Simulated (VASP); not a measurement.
AlN, 4 atoms in the cell. The structure is hexagonal, space group P6_3mc (No. 186). The conventional cell has a = 3.110 Å, b = 3.110 Å, c = 4.987 Å, α = 90.00°, β = 90.00°, γ = 120.00°. Al (site symmetry 3m) has 4 N at 1.89 to 1.90 Å as nearest neighbours. Around N (site symmetry 3m) lie 4 Al at 1.89 to 1.90 Å. The cell was built by a generator and needn't be a form met in nature.

| Item | Value |
| --- | --- |
| Program | VASP 6.6.1 |
| Task | single point |
| Functional | HSE06 |
| Potentials or basis | VASP PAW PBE potentials, release 64 (Al, N) |
| Cutoff | 520 eV |
| k mesh | 6 × 6 × 4 |
| Occupations | gaussian, width 0.01 eV |
| Spin | no spin polarisation |
| Dipole correction | no |
| Exchange at q = 0 | truncated |
| Grid for exact exchange (PRECFOCK) | Normal |
| Screening parameter | 0.2079 1/A |
| Further INCAR settings | ALGO = Normal; EDIFF = 1e-07; NBANDS = 16 |

Potentials or basis: VASP PAW PBE potentials, release 64 (Al, N).

Command:

```sh
$ cat potpaw_PBE.64/Al/POTCAR potpaw_PBE.64/N/POTCAR > POTCAR
$ cp INCAR.step1 INCAR
$ mpirun -np 1 vasp_std > vasp.out
$ cp INCAR.step2 INCAR
$ mpirun -np 1 vasp_std > vasp.out
```

Hardware: 1 thread of Intel(R) Xeon(R) Platinum 8259CL CPU @ 2.50GHz (Skylake/Cascade Lake), with other jobs on the host.

Estimate the wall time of this run.

It took 28 min on 1 thread of Intel(R) Xeon(R) Platinum 8259CL CPU @ 2.50GHz (Skylake/Cascade Lake), with other jobs on the host, peak memory 0.26 GiB. Counts: scf iterations 11, k points 21.
